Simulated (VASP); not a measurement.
# SiC (Moissanite 3C) (F-43m) in VASP: notebook

Runs on SiC (Moissanite 3C). Level: LDA. Tasks: relaxation of the atoms.

All numbers are computed with VASP 6.6.1; they aren't measurements. Logs are shortened: lines on timing, memory, paths and dates and some standing lists are left out, and cuts for length are marked.

**Experimental background.**

From “Insight into the structural, elastic and electronic properties of a new orthorhombic 6O-SiC polytype”, 2020, pmc:7200658, for a bulk crystal of SiC: band gap 2.4 eV (indirect).

The runs below are set against these values where they give the same quantity.

### 1 Starting point

It takes space group F-43m (No. 216, cubic). Conventional cell: a = 4.331 Å, b = 4.331 Å, c = 4.331 Å, α = 90.00°, β = 90.00°, γ = 90.00°. Around Si (site symmetry -43m) lie 4 C at 1.88 Å. C (site symmetry -43m) has 4 Si at 1.88 Å as nearest neighbours.

### 2 Relaxation of the atoms, LDA (a relaxed cell with its volume scaled by 0.98)

Input file INCAR:

```
SYSTEM = SiC
  ALGO = Normal
  EDIFF = 1E-7
  EDIFFG = -0.01
  ENCUT = 600
  IBRION = 2
  ISIF = 2
  ISMEAR = 0
  LASPH = .True.
  LCHARG = .False.
  LREAL = .False.
  LWAVE = .False.
  NELM = 80
  NSW = 40
  PREC = Accurate
  SIGMA = 0.03
```

Input file KPOINTS:

```
k-points
0
Gamma
  10 10 10
  0 0 0
```

Input file POSCAR:

```
SiC                                     
1.0
    0.0000000000      2.1507428857      2.1507428857
    2.1507428857      0.0000000000      2.1507428857
    2.1507428857      2.1507428857      0.0000000000
  Si              C             
     1     1
Direct
     0.0000000000000000    0.0000000000000000    0.0000000000000000
     0.2500000000000000    0.2500000000000000    0.2500000000000000
```

Potentials or basis: VASP PAW LDA potentials, release 64 (Si, C).

The run is started by

```console
> cat potpaw_LDA.64/Si/POTCAR potpaw_LDA.64/C/POTCAR > POTCAR
> mpirun -np 1 vasp_std > vasp.out
```

OUTCAR:

```text
SYSTEM = SiC
   EDIFF = 1E-7
   EDIFFG = -0.01
   ENCUT = 600
   IBRION = 2
   ISIF = 2
   ISMEAR = 0
   LASPH = .True.
   LREAL = .False.
   NELM = 80
   NSW = 40
   PREC = Accurate

 ion  position               nearest neighbor table
   1  0.000  0.000  0.000-   2 1.86   2 1.86   2 1.86   2 1.86
   2  0.250  0.250  0.250-   1 1.86   1 1.86   1 1.86   1 1.86

  LATTYP: Found a face centered cubic cell.
 ALAT       =     4.3014857714

  Lattice vectors:

 A1 = (   0.0000000000,   2.1507428857,   2.1507428857)
 A2 = (   2.1507428857,   0.0000000000,   2.1507428857)
 A3 = (   2.1507428857,   2.1507428857,   0.0000000000)

Analysis of symmetry for initial positions (statically):
=====================================================================
 Subroutine PRICEL returns:
 Original cell was already a primitive cell.

 Routine SETGRP: Setting up the symmetry group for a
 face centered cubic supercell.

 Subroutine GETGRP returns: Found 24 space group operations
 (whereof 24 operations were pure point group operations)
 out of a pool of 48 trial point group operations.

The static configuration has the point symmetry T_d .

Analysis of symmetry for dynamics (positions and initial velocities):
=====================================================================
 Subroutine PRICEL returns:
 Original cell was already a primitive cell.

 Routine SETGRP: Setting up the symmetry group for a
 face centered cubic supercell.

 Subroutine GETGRP returns: Found 24 space group operations
 (whereof 24 operations were pure point group operations)
 out of a pool of 48 trial point group operations.

The dynamic configuration has the point symmetry T_d .

 Subroutine INISYM returns: Found 24 space group operations
 (whereof 24 operations are pure point group operations),
 and found     1 'primitive' translations

----------------------------------------------------------------------------------------

                                     Primitive cell

  volume of cell :      19.8974

  direct lattice vectors                    reciprocal lattice vectors
     0.000000000  2.150742886  2.150742886    -0.232477812  0.232477812  0.232477812
     2.150742886  0.000000000  2.150742886     0.232477812 -0.232477812  0.232477812
     2.150742886  2.150742886  0.000000000     0.232477812  0.232477812 -0.232477812

  length of vectors
     3.041609758  3.041609758  3.041609758     0.402663382  0.402663382  0.402663382

  position of ions in fractional coordinates (direct lattice)
     0.000000000  0.000000000  0.000000000
     0.250000000  0.250000000  0.250000000

  ion indices of the primitive-cell ions
   primitive index   ion index
                 1           1
                 2           2

----------------------------------------------------------------------------------------

 KPOINTS: k-points

Automatic generation of k-mesh.
 Grid dimensions read from file:
 generate k-points for:   10   10   10

 Generating k-lattice:

  Cartesian coordinates                     Fractional coordinates (reciprocal lattice)
    -0.023247781  0.023247781  0.023247781     0.100000000  0.000000000  0.000000000
     0.023247781 -0.023247781  0.023247781     0.000000000  0.100000000  0.000000000
     0.023247781  0.023247781 -0.023247781     0.000000000  0.000000000  0.100000000

  Length of vectors
     0.040266338  0.040266338  0.040266338

  Shift w.r.t. Gamma in fractional coordinates (k-lattice)
     0.000000000  0.000000000  0.000000000

 Subroutine IBZKPT returns following result:
 ===========================================

 Found     47 irreducible k-points:

 Following reciprocal coordinates:
            Coordinates               Weight
  0.000000  0.000000  0.000000      1.000000
  0.100000  0.000000  0.000000      8.000000
  0.200000  0.000000  0.000000      8.000000
  0.300000  0.000000  0.000000      8.000000
  0.400000  0.000000  0.000000      8.000000
  0.500000  0.000000  0.000000      4.000000
[... 16 lines left out ...]
  0.300000  0.300000  0.000000      6.000000
  0.400000  0.300000  0.000000     24.000000
 [... further k-points ...]
   k-points           NKPTS =     47   k-points in BZ     NKDIM =     47   number of bands    NBANDS=      8
   number of dos      NEDOS =    301   number of ions     NIONS =      2
   total plane-waves  NPLWV =  13824
   dimension x,y,z NGX =    24 NGY =   24 NGZ =   24
   dimension x,y,z NGXF=    48 NGYF=   48 NGZF=   48
   ions per type =               1   1
   NGX,Y,Z   is equivalent  to a cutoff of  13.12, 13.12, 13.12 a.u.
   NGXF,Y,Z  is equivalent  to a cutoff of  26.24, 26.24, 26.24 a.u.
 SYSTEM =  SiC
   PREC   = accura    normal or accurate (medium, high low for compatibility)
   ISTART =      0    job   : 0-new  1-cont  2-samecut
   ICHARG =      2    charge: 1-file 2-atom 10-const
   ISPIN  =      1    spin polarized calculation?
   LNONCOLLINEAR =      F non collinear calculations
   LSORBIT =      F    spin-orbit coupling
   LASPH  =      T    aspherical Exc in radial PAW
   ENCUT  =  600.0 eV  44.10 Ry    6.64 a.u.   6.07  6.07  6.07*2*pi/ulx,y,z
   NELM   =     80;   NELMIN=  2; NELMDL= -5     # of ELM steps
   EDIFF  = 0.1E-06   stopping-criterion for ELM
   LREAL  =      F    real-space projection
   EDIFFG = -.1E-01   stopping-criterion for IOM
   NSW    =     40    number of steps for IOM
   IBRION =      2    ionic relax: 0-MD 1-quasi-New 2-CG
   NFREE  =      1    steps in history (QN), initial steepest desc. (CG)
   ISIF   =      2    stress and relaxation
   ISYM   =      2    0-nonsym 1-usesym 2-fastsym
   POTIM  = 0.5000    time-step for ionic-motion
   TEBEG  =    0.0;   TEEND  =   0.0 temperature during run
   PSTRESS=    0.0 pullay stress
   NELECT =       8.0000    total number of electrons
   NUPDOWN=      -1.0000    fix difference up-down
   EMIN   =  10.00;   EMAX   =-10.00  energy-range for DOS
   EFERMI =   0.00;   METHOD = LEGACY
   ISMEAR =     0;   SIGMA  =   0.03  broadening in eV -4-tet -1-fermi 0-gaus
   EFERMI_NEDOS =   21; number of points for ismear=-14 and -15
   IALGO  =     38    algorithm
   IMIX   =      4    mixing-type and parameters
     AMIX     =   0.40;   BMIX     =  1.00
     AMIX_MAG =   1.60;   BMIX_MAG =  1.00
  volume/ion in A,a.u.               =       9.95        67.14
  Fermi-wavevector in a.u.,A,eV,Ry     =   1.208295  2.283347 19.864192  1.459977
  Thomas-Fermi vector in A             =   2.343907
   LORBIT       =      0    0 simple, 1 ext, 2 COOP (PROOUT), +10 PAW based schemes
   GGA     = CA    functional components
   LHFCALC =     F    Hartree Fock is set to
   AEXX    =    0.0000 exact exchange contribution
   IVDW    =     0    specifies the selected vdW correction
   LEPSILON=     F    determine dielectric tensor
   LRPA    =     F    only Hartree local field effects (RPA)
 conjugate gradient relaxation of ions
 non-spin polarized calculation
 Gauss-broadening in eV      SIGMA  =   0.03
  energy-cutoff  :      600.00
  volume of cell :       19.90
 maximum number of plane-waves:       678
   NGX = 13   NGY = 13   NGZ = 13

 number of electron       7.9999999 magnetization

 Free energy of the ion-electron system (eV)
  ---------------------------------------------------
  ext. energy  EPLUGINS =         0.00000000
  ---------------------------------------------------
  free energy    TOTEN  =       -16.63816941 eV

  energy without entropy =      -16.63816941  energy(sigma->0) =      -16.63816941

 E-fermi :   8.7256     XC(G=0): -11.7239

 val. band max:        8.5123527963   @ k =   0.0000   0.0000   0.0000
 cond. band min:       9.7833511634   @ k =   0.5000   0.5000   0.0000
 fundamental gap:      1.2709983671
 Fermi energy:         8.7256387381

 k-point     1 :       0.0000    0.0000    0.0000
  band No.  band energies     occupation
      1      -7.1123      2.00000
      2       8.5124      2.00000
      3       8.5124      2.00000
      4       8.5124      2.00000
      5      15.2674      0.00000
      6      15.9790      0.00000
      7      15.9790      0.00000
      8      15.9790      0.00000

 k-point     2 :       0.1000    0.0000    0.0000
  band No.  band energies     occupation
      1      -6.9102      2.00000
      2       7.5085      2.00000
      3       8.3770      2.00000
      4       8.3770      2.00000
      5      15.3982      0.00000
      6      16.2267      0.00000
      7      16.2267      0.00000
      8      16.3542      0.00000

 k-point     3 :       0.2000    0.0000    0.0000
  band No.  band energies     occupation
      1      -6.3119      2.00000
      2       5.3624      2.00000
      3       8.0666      2.00000
      4       8.0666      2.00000
      5      15.0211      0.00000
      6      16.5775      0.00000
      7      16.5775      0.00000
      8      17.5862      0.00000

 k-point     4 :       0.3000    0.0000    0.0000
  band No.  band energies     occupation
      1      -5.3502      2.00000
      2       2.9927      2.00000
      3       7.7475      2.00000
      4       7.7475      2.00000
      5      14.6108      0.00000
      6      16.3952      0.00000
      7      16.3952      0.00000
      8      18.4685      0.00000

 k-point     5 :       0.4000    0.0000    0.0000
  band No.  band energies     occupation
      1      -4.1436      2.00000
      2       0.8583      2.00000
      3       7.5269      2.00000
      4       7.5269      2.00000
      5      14.3487      0.00000
      6      15.9813      0.00000
      7      15.9813      0.00000
      8      18.6718      0.00000
[... 177 lines left out ...]
 k-point    22 :      -0.2000    0.2000    0.0000
  band No.  band energies     occupation
      1      -5.0286      2.00000
      2       3.6901      2.00000
      3       5.2020      2.00000
      4       7.8635      2.00000
      5      15.1704      0.00000
      6      16.7914      0.00000
      7      17.0312      0.00000
      8      17.8964      0.00000

 k-point    23 :       0.3000    0.3000    0.0000
  band No.  band energies     occupation
      1      -4.7553      2.00000
      2       4.1962      2.00000
      3       6.0872      2.00000
      4       6.0872      2.00000
      5      11.6702      0.00000
      6      14.1590      0.00000
      7      20.2776      0.00000
      8      20.2776      0.00000

 k-point    24 :       0.4000    0.3000    0.0000
  band No.  band energies     occupation
      1      -3.8459      2.00000
      2       2.9340      2.00000
      3       5.2691      2.00000
      4       5.8189      2.00000
      5      11.3463      0.00000
      6      14.1787      0.00000
      7      20.4203      0.00000
      8      20.6629      0.00000

 [... further k-points ...]

------------------------ aborting loop because EDIFF is reached ----------------------------------------

  FORCE on cell =-STRESS in cart. coord.  units (eV):
  Direction    XX          YY          ZZ          XY          YZ          ZX
  --------------------------------------------------------------------------------------
  -------------------------------------------------------------------------------------
  Total        0.5974982      0.5974982      0.5974982      0.0000000     -0.0000000      0.0000000
  in kB       48.1118095     48.1118095     48.1118095      0.0000000     -0.0000000      0.0000000
  external PRESSURE =      48.1118095 kB  Pullay stress =       0.0000000 kB

 VOLUME and BASIS-vectors are now :
 -----------------------------------------------------------------------------
  energy-cutoff  :      600.00
  volume of cell :       19.90
      direct lattice vectors                 reciprocal lattice vectors
     0.000000000  2.150742886  2.150742886    -0.232477812  0.232477812  0.232477812
     2.150742886  0.000000000  2.150742886     0.232477812 -0.232477812  0.232477812
     2.150742886  2.150742886  0.000000000     0.232477812  0.232477812 -0.232477812

 POSITION                                       TOTAL-FORCE (eV/Angst)
 -----------------------------------------------------------------------------------
      0.00000      0.00000      0.00000        -0.000000     -0.000000     -0.000000
      1.07537      1.07537      1.07537         0.000000      0.000000      0.000000
 -----------------------------------------------------------------------------------
    total drift:                                0.000000      0.000000      0.000000

  FREE ENERGIE OF THE ION-ELECTRON SYSTEM (eV)
  ---------------------------------------------------
  free  energy   TOTEN  =       -16.6381694143 eV

  energy  without entropy=      -16.6381694143  energy(sigma->0) =      -16.63816941

 reached required accuracy - stopping structural energy minimisation
```

Wall time 6.1 s (1 thread of Intel Xeon Platinum 8488C (Sapphire Rapids), shared host); peak memory 0.12 GiB.

What came out:

| Property | Result |
| --- | --- |
| Free energy | -16.6382 eV |
| Pressure after relaxing | 4.8 GPa |
| Band gap on the k mesh | 1.27 eV, indirect (least direct gap 4.54 eV) |

Final structure:
```yaml
crystal:
  lattice:
    - [0.00000, 2.15074, 2.15074]
    - [2.15074, 0.00000, 2.15074]
    - [2.15074, 2.15074, 0.00000]
  atoms:
    - { symbol: Si, position: [0.00000, 0.00000, 0.00000] }
    - { symbol: C, position: [0.25000, 0.25000, 0.25000] }
```

Caveat: the relaxation stopped at its first step, so nothing moved.

### 3 Relaxation of the atoms, LDA

INCAR is that of step 2.

KPOINTS is that of step 2.

Input file POSCAR:

```
SiC                                     
1.0
    0.0000000000      2.1652753731      2.1652753731
    2.1652753731      0.0000000000      2.1652753731
    2.1652753731      2.1652753731      0.0000000000
  Si              C             
     1     1
Direct
     0.0000000000000000    0.0000000000000000    0.0000000000000000
     0.2500000000000000    0.2500000000000000    0.2500000000000000
```

Potentials or basis: VASP PAW LDA potentials, release 64 (Si, C).

The run is started by

```console
> cat potpaw_LDA.64/Si/POTCAR potpaw_LDA.64/C/POTCAR > POTCAR
> mpirun -np 1 vasp_std > vasp.out
```

Run time: 7.4 s. Hardware: 1 thread of Intel Xeon Platinum 8488C (Sapphire Rapids), shared host; peak memory 0.12 GiB.

It converged, with:

```yaml
Free_energy: -16.6447 eV
Pressure_after_relaxing: 0.0 GPa
Band_gap_on_the_k_mesh: 1.29 eV, indirect (least direct gap 4.52 eV)
```

Final structure:
```cif
data_structure
_symmetry_space_group_name_H-M 'P 1'
_symmetry_Int_Tables_number 1
_cell_length_a 3.0622
_cell_length_b 3.0622
_cell_length_c 3.0622
_cell_angle_alpha 60.000
_cell_angle_beta 60.000
_cell_angle_gamma 60.000
_cell_volume 20.30
loop_
_atom_site_label
_atom_site_type_symbol
_atom_site_fract_x
_atom_site_fract_y
_atom_site_fract_z
_atom_site_occupancy
Si1 Si 0.00000 0.00000 0.00000 1
C1 C 0.25000 0.25000 0.25000 1
```

Levels at points of the mesh, in eV from the valence-band top:
| k point | band 2 | band 3 | band 4 | band 5 | band 6 | band 7 |
| --- | --- | --- | --- | --- | --- | --- |
| (0.00, 0.00, 0.00) | 0.00 | 0.00 | 0.00 | 6.52 | 7.32 | 7.32 |
| (0.50, 0.00, 0.00) | -8.66 | -1.06 | -1.06 | 5.56 | 7.21 | 7.21 |
| (0.50, 0.50, 0.00) | -7.87 | -3.23 | -3.23 | 1.29 | 4.26 | 14.05 |

Caveat: the relaxation stopped at its first step, so nothing moved.

### 4 Relaxation of the atoms, LDA (a relaxed cell with its volume scaled by 1.02)

INCAR is that of step 3.

KPOINTS is that of step 3.

Input file POSCAR:

```
SiC                                     
1.0
    0.0000000000      2.1796153630      2.1796153630
    2.1796153630      0.0000000000      2.1796153630
    2.1796153630      2.1796153630      0.0000000000
  Si              C             
     1     1
Direct
     0.0000000000000000    0.0000000000000000    0.0000000000000000
     0.2500000000000000    0.2500000000000000    0.2500000000000000
```

The run is started by

```console
> cat potpaw_LDA.64/Si/POTCAR potpaw_LDA.64/C/POTCAR > POTCAR
> mpirun -np 1 vasp_std > vasp.out
```

It took 8.1 s on 1 thread of Intel Xeon Platinum 8488C (Sapphire Rapids), shared host; peak memory 0.13 GiB.

Results (log left out):

```
Free energy             : -16.6395 eV
Pressure after relaxing : -4.4 GPa
Band gap on the k mesh  : 1.31 eV, indirect (least direct gap 4.50 eV)
```

Final structure:
```cif
data_structure
_symmetry_space_group_name_H-M 'P 1'
_symmetry_Int_Tables_number 1
_cell_length_a 3.0824
_cell_length_b 3.0824
_cell_length_c 3.0824
_cell_angle_alpha 60.000
_cell_angle_beta 60.000
_cell_angle_gamma 60.000
_cell_volume 20.71
loop_
_atom_site_label
_atom_site_type_symbol
_atom_site_fract_x
_atom_site_fract_y
_atom_site_fract_z
_atom_site_occupancy
Si1 Si 0.00000 0.00000 0.00000 1
C1 C 0.25000 0.25000 0.25000 1
```

Levels at points of the mesh, in eV from the valence-band top:
```csv
k point,band 1,band 2,band 3,band 4,band 5,band 6,band 7,band 8
"(0.00, 0.00, 0.00)",-15.31,0.00,0.00,0.00,6.28,7.19,7.19,7.19
"(0.50, 0.00, 0.00)",-11.69,-8.55,-1.05,-1.05,5.38,7.13,7.13,9.91
"(0.50, 0.50, 0.00)",-10.21,-7.81,-3.19,-3.19,1.31,4.19,13.82,13.82
```

Caveat: the relaxation stopped at its first step, so nothing moved.

### 5 Relaxation of the atoms, LDA (a relaxed cell with its volume scaled by 1.04)

INCAR is that of step 4.

KPOINTS is that of step 4.

Input file POSCAR:

```
SiC                                     
1.0
    0.0000000000      2.1937691061      2.1937691061
    2.1937691061      0.0000000000      2.1937691061
    2.1937691061      2.1937691061      0.0000000000
  Si              C             
     1     1
Direct
     0.0000000000000000    0.0000000000000000    0.0000000000000000
     0.2500000000000000    0.2500000000000000    0.2500000000000000
```

The run is started by

```console
> cat potpaw_LDA.64/Si/POTCAR potpaw_LDA.64/C/POTCAR > POTCAR
> mpirun -np 1 vasp_std > vasp.out
```

Wall time 8.6 s (1 thread of Intel Xeon Platinum 8488C (Sapphire Rapids), shared host); peak memory 0.13 GiB.

It converged, with:

```
Free energy             : -16.6238 eV
Pressure after relaxing : -8.3 GPa
Band gap on the k mesh  : 1.32 eV, indirect (least direct gap 4.48 eV)
```

Final structure:
```cif
data_structure
_symmetry_space_group_name_H-M 'P 1'
_symmetry_Int_Tables_number 1
_cell_length_a 3.1025
_cell_length_b 3.1025
_cell_length_c 3.1025
_cell_angle_alpha 60.000
_cell_angle_beta 60.000
_cell_angle_gamma 60.000
_cell_volume 21.12
loop_
_atom_site_label
_atom_site_type_symbol
_atom_site_fract_x
_atom_site_fract_y
_atom_site_fract_z
_atom_site_occupancy
Si1 Si 0.00000 0.00000 0.00000 1
C1 C 0.25000 0.25000 0.25000 1
```

Levels at points of the mesh, in eV from the valence-band top:
```csv
k point,band 1,band 2,band 3,band 4,band 5,band 6,band 7,band 8
"(0.00, 0.00, 0.00)",-15.16,0.00,0.00,0.00,6.05,7.06,7.06,7.06
"(0.50, 0.00, 0.00)",-11.61,-8.44,-1.05,-1.05,5.21,7.05,7.05,9.80
"(0.50, 0.50, 0.00)",-10.15,-7.75,-3.15,-3.15,1.32,4.12,13.59,13.59
```

Caveat: the relaxation stopped at its first step, so nothing moved.

(Continued in part 2 of 2.)
